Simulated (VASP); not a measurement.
# Ru (P6_3/mmc) in VASP: notebook

Runs on Ru. Level: PBEsol. Tasks: single point.

All numbers are computed with VASP 6.6.1; they aren't measurements. Logs are shortened: lines on timing, memory, paths and dates and some standing lists are left out, and cuts for length are marked.

### Step 1. The undisturbed crystal

Symmetry: P6_3/mmc, No. 194, hexagonal system. The conventional cell has a = 2.706 Å, b = 2.706 Å, c = 4.282 Å, α = 90.00°, β = 90.00°, γ = 120.00°. Ru (site symmetry -6m2) is surrounded by 12 Ru at 2.65 to 2.71 Å.

### Step 2. Single point, PBEsol (grid = ENCUT=460 dk=0.35 cell=2x2x2 ISMEAR=1 SIGMA=0.1 LREAL=Auto EDIFF=1e-06)

Input file INCAR:

```
PREC = Accurate
ENCUT = 460
EDIFF = 1E-6
ISMEAR = 1
SIGMA = 0.1
LREAL = Auto
LASPH = T
NELM = 120
ALGO = Fast
ISIF = 2
LWAVE = F
LCHARG = F
GGA = PS
NBANDS = 127
```

Input file KPOINTS:

```
regular mesh
0
Gamma
  4 4 3
```

Input file POSCAR:

```
Ru
1.0
    5.4116000000      0.0000000000      0.0000000000
   -2.7058000000      4.6865830752      0.0000000000
    0.0000000000      0.0000000000      8.5638000000
Ru
16
Direct
    0.3333333334      0.1666666666      0.3750000000
    0.3333333334      0.1666666666      0.8750000000
    0.3333333334      0.6666666666      0.3750000000
    0.3333333334      0.6666666666      0.8750000000
    0.8333333333      0.1666666666      0.3750000000
    0.8333333333      0.1666666666      0.8750000000
    0.8333333333      0.6666666666      0.3750000000
    0.8333333333      0.6666666666      0.8750000000
    0.1666666666      0.3333333334      0.1250000000
    0.1666666666      0.3333333334      0.6250000000
    0.1666666666      0.8333333333      0.1250000000
    0.1666666666      0.8333333333      0.6250000000
    0.6666666666      0.3333333334      0.1250000000
    0.6666666666      0.3333333334      0.6250000000
    0.6666666666      0.8333333333      0.1250000000
    0.6666666666      0.8333333333      0.6250000000
```

Potentials or basis: VASP PAW PBE potentials, release 64 (Ru_pv).

Launch:

```
cat potpaw_PBE.64/Ru_pv/POTCAR > POTCAR
mpirun -np 1 vasp_std > vasp.out
```

OUTCAR:

```text
PREC = Accurate
   ENCUT = 460
   EDIFF = 1E-6
   ISMEAR = 1
   LREAL = Auto
   LASPH = T
   NELM = 120
   ISIF = 2
   GGA = PS

 Found      8 irreducible k-points:

 Following reciprocal coordinates:
            Coordinates               Weight
  0.000000  0.000000  0.000000      1.000000
  0.250000  0.000000  0.000000      6.000000
  0.500000  0.000000  0.000000      3.000000
  0.250000  0.250000  0.000000      6.000000
  0.000000  0.000000  0.333333      2.000000
  0.250000  0.000000  0.333333     12.000000
   k-points           NKPTS =      8   k-points in BZ     NKDIM =      8   number of bands    NBANDS=    127
   number of dos      NEDOS =    301   number of ions     NIONS =     16
   total plane-waves  NPLWV =  96000
   dimension x,y,z NGX =    40 NGY =   40 NGZ =   60
   dimension x,y,z NGXF=    80 NGYF=   80 NGZF=  120
   ions per type =              16
   NGX,Y,Z   is equivalent  to a cutoff of  12.29, 12.29, 11.65 a.u.
   NGXF,Y,Z  is equivalent  to a cutoff of  24.58, 24.58, 23.30 a.u.
 SYSTEM =  unknown system
   PREC   = accura    normal or accurate (medium, high low for compatibility)
   ISTART =      0    job   : 0-new  1-cont  2-samecut
   ICHARG =      2    charge: 1-file 2-atom 10-const
   ISPIN  =      1    spin polarized calculation?
   LNONCOLLINEAR =      F non collinear calculations
   LSORBIT =      F    spin-orbit coupling
   LASPH  =      T    aspherical Exc in radial PAW
   ENCUT  =  460.0 eV  33.81 Ry    5.81 a.u.   9.46  9.46 14.98*2*pi/ulx,y,z
   NELM   =    120;   NELMIN=  2; NELMDL= -5     # of ELM steps
   EDIFF  = 0.1E-05   stopping-criterion for ELM
   LREAL  =      T    real-space projection
   EDIFFG = 0.1E-04   stopping-criterion for IOM
   NSW    =      0    number of steps for IOM
   IBRION =     -1    ionic relax: 0-MD 1-quasi-New 2-CG
   NFREE  =      0    steps in history (QN), initial steepest desc. (CG)
   ISIF   =      2    stress and relaxation
   ISYM   =      2    0-nonsym 1-usesym 2-fastsym
   POTIM  = 0.5000    time-step for ionic-motion
   TEBEG  =    0.0;   TEEND  =   0.0 temperature during run
   PSTRESS=    0.0 pullay stress
   NELECT =     224.0000    total number of electrons
   NUPDOWN=      -1.0000    fix difference up-down
   EMIN   =  10.00;   EMAX   =-10.00  energy-range for DOS
   EFERMI =   0.00;   METHOD = LEGACY
   ISMEAR =     1;   SIGMA  =   0.10  broadening in eV -4-tet -1-fermi 0-gaus
   EFERMI_NEDOS =   21; number of points for ismear=-14 and -15
   IALGO  =     68    algorithm
   IMIX   =      4    mixing-type and parameters
     AMIX     =   0.40;   BMIX     =  1.00
     AMIX_MAG =   1.60;   BMIX_MAG =  1.00
  volume/ion in A,a.u.               =      13.57        91.61
  Fermi-wavevector in a.u.,A,eV,Ry     =   1.654022  3.125649 37.222674  2.735789
  Thomas-Fermi vector in A             =   2.742361
   LORBIT       =      0    0 simple, 1 ext, 2 COOP (PROOUT), +10 PAW based schemes
   GGA     = PS    functional components
   LHFCALC =     F    Hartree Fock is set to
   AEXX    =    0.0000 exact exchange contribution
   IVDW    =     0    specifies the selected vdW correction
   LEPSILON=     F    determine dielectric tensor
   LRPA    =     F    only Hartree local field effects (RPA)
 non-spin polarized calculation
 RMM-DIIS sequential band-by-band and
 Methfessel and Paxton  Order N= 1 SIGMA  =   0.10
  energy-cutoff  :      460.00
  volume of cell :      217.19
 maximum number of plane-waves:      4914
 NGX is ok and might be reduce to    40
   NGX = 19   NGY = 19   NGZ = 29

 number of electron     224.0000053 magnetization

 Free energy of the ion-electron system (eV)
  ---------------------------------------------------
  ext. energy  EPLUGINS =         0.00000000
  ---------------------------------------------------
  free energy    TOTEN  =      -162.77754634 eV

  energy without entropy =     -162.75177113  energy(sigma->0) =     -162.76895461

 E-fermi :  12.6483     XC(G=0): -14.2804

 val. band max:       12.6359765362   @ k =   0.2500   0.0000   0.3333
 cond. band min:      12.6547586733   @ k =   0.2500   0.2500   0.3333
 fundamental gap:      0.0187821371
 Fermi energy:        12.6482677936

 k-point     1 :       0.0000    0.0000    0.0000
  band No.  band energies     occupation
      1     -30.8999      2.00000
      2     -30.7861      2.00000
      3     -30.7861      2.00000
      4     -30.7861      2.00000
      5     -30.7861      2.00000
      6     -30.7861      2.00000
[... 116 lines left out ...]
    123      14.4187     -0.00000
    124      14.4270     -0.00000

 k-point     2 :       0.2500    0.0000    0.0000
  band No.  band energies     occupation
      1     -30.8472      2.00000
      2     -30.7340      2.00000
      3     -30.7340      2.00000
      4     -30.7340      2.00000
      5     -30.7340      2.00000
      6     -30.6955      2.00000
[... 116 lines left out ...]
    123      14.2044     -0.00000
    124      14.2253     -0.00000

 k-point     3 :       0.5000    0.0000    0.0000
  band No.  band energies     occupation
      1     -30.7051      2.00000
      2     -30.7051      2.00000
      3     -30.6674      2.00000
      4     -30.6674      2.00000
      5     -30.6674      2.00000
      6     -30.6674      2.00000
[... 116 lines left out ...]
    123      14.3072     -0.00000
    124      14.3609     -0.00000

 k-point     4 :       0.2500    0.2500    0.0000
  band No.  band energies     occupation
      1     -30.7495      2.00000
      2     -30.6764      2.00000
      3     -30.6764      2.00000
      4     -30.6025      2.00000
      5     -30.6025      2.00000
      6     -30.6025      2.00000
[... 116 lines left out ...]
    123      14.0770     -0.00000
    124      14.1053     -0.00000

 k-point     5 :       0.0000    0.0000    0.3333
  band No.  band energies     occupation
      1     -30.8266      2.00000
      2     -30.8070      2.00000
      3     -30.8070      2.00000
      4     -30.8070      2.00000
      5     -30.7548      2.00000
      6     -30.7548      2.00000
[... 116 lines left out ...]
    123      14.3652     -0.00000
    124      14.3667     -0.00000

 k-point     6 :       0.2500    0.0000    0.3333
  band No.  band energies     occupation
      1     -30.7839      2.00000
      2     -30.7508      2.00000
      3     -30.7508      2.00000
      4     -30.7300      2.00000
      5     -30.6968      2.00000
      6     -30.6968      2.00000
[... 116 lines left out ...]
    123      13.9541     -0.00000
    124      13.9563     -0.00000

 [... further k-points ...]

 [bands above 124 left out]

------------------------ aborting loop because EDIFF is reached ----------------------------------------

  FORCE on cell =-STRESS in cart. coord.  units (eV):
  Direction    XX          YY          ZZ          XY          YZ          ZX
  --------------------------------------------------------------------------------------
  -------------------------------------------------------------------------------------
  Total       -8.6078092     -8.6078092    -10.2469829      0.0000000      0.0000000      0.0000000
  in kB      -63.4972169    -63.4972169    -75.5889076      0.0000000      0.0000000      0.0000000
  external PRESSURE =     -67.5277805 kB  Pullay stress =       0.0000000 kB

 VOLUME and BASIS-vectors are now :
 -----------------------------------------------------------------------------
  energy-cutoff  :      460.00
  volume of cell :      217.19
      direct lattice vectors                 reciprocal lattice vectors
     5.411600000  0.000000000  0.000000000     0.184788233  0.106687536  0.000000000
    -2.705800000  4.686583075  0.000000000     0.000000000  0.213375072  0.000000000
     0.000000000  0.000000000  8.563800000     0.000000000  0.000000000  0.116770592

 POSITION                                       TOTAL-FORCE (eV/Angst)
 -----------------------------------------------------------------------------------
      1.35290      0.78110      3.21143         0.000000      0.000000      0.000000
      1.35290      0.78110      7.49333         0.000000      0.000000      0.000000
      0.00000      3.12439      3.21143         0.000000      0.000000     -0.000000
      0.00000      3.12439      7.49333         0.000000      0.000000      0.000000
      4.05870      0.78110      3.21143         0.000000      0.000000     -0.000000
      4.05870      0.78110      7.49333         0.000000      0.000000      0.000000
[... 8 lines left out ...]
      1.35290      3.90549      1.07048        -0.000000     -0.000000     -0.000000
      1.35290      3.90549      5.35238        -0.000000     -0.000000     -0.000000
 -----------------------------------------------------------------------------------
    total drift:                                0.000001      0.000002     -0.000000

  FREE ENERGIE OF THE ION-ELECTRON SYSTEM (eV)
  ---------------------------------------------------
  free  energy   TOTEN  =      -162.7775463444 eV

  energy  without entropy=     -162.7517711322  energy(sigma->0) =     -162.76895461
```

Run time: 3.9 min. Hardware: 1 thread of Intel Xeon 6975P-C (Granite Rapids), shared host; peak memory 0.36 GiB.

These settings aren't checked as converged: the numbers below hold their error.

What came out:

* Free energy: -162.7775 eV
* Pressure: -6.8 GPa
* Band gap on the k mesh: none (metal or under the smearing width)

Caveat: the PAW data sets were made with another functional, which shifts forces and pressure a little.

### Step 3. Single point, PBEsol (grid = ENCUT=520 dk=0.35 cell=2x2x2 ISMEAR=1 SIGMA=0.1 LREAL=Auto EDIFF=1e-06)

INCAR: that of step 2 with these lines changed.

```diff
@@ -1,3 +1,3 @@
 PREC = Accurate
-ENCUT = 460
+ENCUT = 520
 EDIFF = 1E-6
```

KPOINTS is that of step 2.

POSCAR is that of step 2.

Potentials or basis: VASP PAW PBE potentials, release 64 (Ru_pv).

Launch:

```
cat potpaw_PBE.64/Ru_pv/POTCAR > POTCAR
mpirun -np 1 vasp_std > vasp.out
```

Wall time 6.6 min (1 thread of Intel Xeon 6975P-C (Granite Rapids), shared host); peak memory 0.38 GiB.

The run converged, but some of its settings lie outside the range that counts as converged, so its numbers aren't taken as properties of the crystal.

What came out:

```
Free energy            : -162.7846 eV
Pressure               : -6.7 GPa
Band gap on the k mesh : none (metal or under the smearing width)
```

Caveat: the PAW data sets were made with another functional, which shifts forces and pressure a little.

### Step 4. Single point, PBEsol (grid = ENCUT=400 dk=0.27 cell=2x2x2 ISMEAR=1 SIGMA=0.1 LREAL=Auto EDIFF=1e-06)

INCAR: that of step 3 with these lines changed.

```diff
@@ -1,3 +1,3 @@
 PREC = Accurate
-ENCUT = 520
+ENCUT = 400
 EDIFF = 1E-6
```

Input file KPOINTS:

```
regular mesh
0
Gamma
  5 5 3
```

POSCAR is that of step 3.

Potentials or basis: VASP PAW PBE potentials, release 64 (Ru_pv).

Launch:

```
cat potpaw_PBE.64/Ru_pv/POTCAR > POTCAR
mpirun -np 1 vasp_std > vasp.out
```

OUTCAR:

```text
PREC = Accurate
   ENCUT = 400
   EDIFF = 1E-6
   ISMEAR = 1
   LREAL = Auto
   LASPH = T
   NELM = 120
   ISIF = 2
   GGA = PS

 Found     10 irreducible k-points:

 Following reciprocal coordinates:
            Coordinates               Weight
  0.000000  0.000000  0.000000      1.000000
  0.200000  0.000000  0.000000      6.000000
  0.400000  0.000000  0.000000      6.000000
  0.200000  0.200000  0.000000      6.000000
  0.400000  0.200000  0.000000      6.000000
  0.000000  0.000000  0.333333      2.000000
   k-points           NKPTS =     10   k-points in BZ     NKDIM =     10   number of bands    NBANDS=    127
   number of dos      NEDOS =    301   number of ions     NIONS =     16
   total plane-waves  NPLWV =  72576
   dimension x,y,z NGX =    36 NGY =   36 NGZ =   56
   dimension x,y,z NGXF=    72 NGYF=   72 NGZF=  112
   ions per type =              16
   NGX,Y,Z   is equivalent  to a cutoff of  11.06, 11.06, 10.87 a.u.
   NGXF,Y,Z  is equivalent  to a cutoff of  22.12, 22.12, 21.74 a.u.
 SYSTEM =  unknown system
   PREC   = accura    normal or accurate (medium, high low for compatibility)
   ISTART =      0    job   : 0-new  1-cont  2-samecut
[... 67 lines left out ...]
      1     -30.9040      2.00000
      2     -30.7994      2.00000
      3     -30.7994      2.00000
      4     -30.7994      2.00000
      5     -30.7994      2.00000
      6     -30.7994      2.00000
[... 751 lines left out ...]
    123      14.3611     -0.00000
    124      14.3651     -0.00000

 [... further k-points ...]

 [bands above 124 left out]

------------------------ aborting loop because EDIFF is reached ----------------------------------------

  FORCE on cell =-STRESS in cart. coord.  units (eV):
  Direction    XX          YY          ZZ          XY          YZ          ZX
  --------------------------------------------------------------------------------------
  -------------------------------------------------------------------------------------
  Total       -7.3802532     -7.3802532    -14.2600388      0.0000000      0.0000000     -0.0000000
  in kB      -54.4419062    -54.4419062   -105.1920132      0.0000000      0.0000000     -0.0000000
  external PRESSURE =     -71.3586085 kB  Pullay stress =       0.0000000 kB

 VOLUME and BASIS-vectors are now :
 -----------------------------------------------------------------------------
  energy-cutoff  :      400.00
  volume of cell :      217.19
      direct lattice vectors                 reciprocal lattice vectors
     5.411600000  0.000000000  0.000000000     0.184788233  0.106687536  0.000000000
    -2.705800000  4.686583075  0.000000000     0.000000000  0.213375072  0.000000000
     0.000000000  0.000000000  8.563800000     0.000000000  0.000000000  0.116770592

 POSITION                                       TOTAL-FORCE (eV/Angst)
 -----------------------------------------------------------------------------------
      1.35290      0.78110      3.21143        -0.000000      0.000000     -0.000000
      1.35290      0.78110      7.49333         0.000000      0.000000      0.000000
      0.00000      3.12439      3.21143         0.000000      0.000000     -0.000000
      0.00000      3.12439      7.49333        -0.000000      0.000000     -0.000000
      4.05870      0.78110      3.21143        -0.000000     -0.000000     -0.000000
      4.05870      0.78110      7.49333         0.000000      0.000000      0.000000
[... 8 lines left out ...]
      1.35290      3.90549      1.07048         0.000000     -0.000000      0.000000
      1.35290      3.90549      5.35238         0.000000     -0.000000      0.000000
 -----------------------------------------------------------------------------------
    total drift:                                0.000001      0.000002      0.000000

  FREE ENERGIE OF THE ION-ELECTRON SYSTEM (eV)
  ---------------------------------------------------
  free  energy   TOTEN  =      -162.4902640848 eV

  energy  without entropy=     -162.4782839731  energy(sigma->0) =     -162.48627071
```

OSZICAR:

```text
N       E                     dE             d eps       ncg     rms          rms(c)
DAV:   1     0.265003337472E+04    0.26500E+04   -0.11696E+05  2652   0.163E+03
DAV:   2    -0.261583661975E+02   -0.26762E+04   -0.26119E+04  2618   0.561E+02
DAV:   3    -0.166274711423E+03   -0.14012E+03   -0.13325E+03  3623   0.112E+02
DAV:   4    -0.175190677978E+03   -0.89160E+01   -0.85895E+01  3208   0.200E+01
DAV:   5    -0.175434838503E+03   -0.24416E+00   -0.24135E+00  3057   0.335E+00    0.546E+01
RMM:   6    -0.162984052705E+03    0.12451E+02   -0.36127E+01  2574   0.222E+01    0.139E+01
RMM:   7    -0.162445744180E+03    0.53831E+00   -0.11807E+01  2734   0.859E+00    0.219E+00
RMM:   8    -0.162489786620E+03   -0.44042E-01   -0.14058E+00  2882   0.291E+00    0.191E+00
RMM:   9    -0.162491000882E+03   -0.12143E-02   -0.34443E-01  2942   0.121E+00    0.538E-01
RMM:  10    -0.162488870618E+03    0.21303E-02   -0.47128E-02  2881   0.704E-01    0.959E-02
RMM:  11    -0.162490004506E+03   -0.11339E-02   -0.13537E-02  3095   0.198E-01    0.652E-02
RMM:  12    -0.162490196534E+03   -0.19203E-03   -0.21778E-03  3406   0.792E-02    0.157E-02
RMM:  13    -0.162490243086E+03   -0.46552E-04   -0.52798E-04  3209   0.358E-02    0.701E-03
RMM:  14    -0.162490257785E+03   -0.14699E-04   -0.12948E-04  3023   0.145E-02    0.564E-03
RMM:  15    -0.162490262136E+03   -0.43503E-05   -0.35211E-05  2185   0.697E-03    0.165E-03
RMM:  16    -0.162490263888E+03   -0.17527E-05   -0.12375E-05  1926   0.344E-03    0.310E-03
RMM:  17    -0.162490264085E+03   -0.19637E-06   -0.53115E-06  1851   0.316E-03
   1 F= -.16249026E+03 E0= -.16248627E+03  d E =-.119801E-01
```

stdout:

```text
POSCAR found type information on POSCAR Ru
 POSCAR found :  1 types and      16 ions
 scaLAPACK will be used
 -----------------------------------------------------------------------------
|                                                                             |
|                                                                             |
|     You enforced a specific xc type in the INCAR file but a different       |
|     I HOPE YOU KNOW WHAT YOU ARE DOING!                                     |
|                                                                             |
 -----------------------------------------------------------------------------

 LDA part: xc-table for (Slater+PW92), standard interpolation
 POSCAR, INCAR and KPOINTS ok, starting setup
 FFT: planning ... GRIDC
 FFT: planning ... GRID_SOFT
 FFT: planning ... GRID
 WAVECAR not read
 entering main loop
```

It took 4.3 min on 1 thread of Intel Xeon 6975P-C (Granite Rapids), shared host; peak memory 0.33 GiB.

These settings aren't checked as converged: the numbers below hold their error.

What came out:

```
Free energy            : -162.4903 eV
Pressure               : -7.1 GPa
Band gap on the k mesh : none (metal or under the smearing width)
```

Caveat: the PAW data sets were made with another functional, which shifts forces and pressure a little.

[end of part 1 of 2]
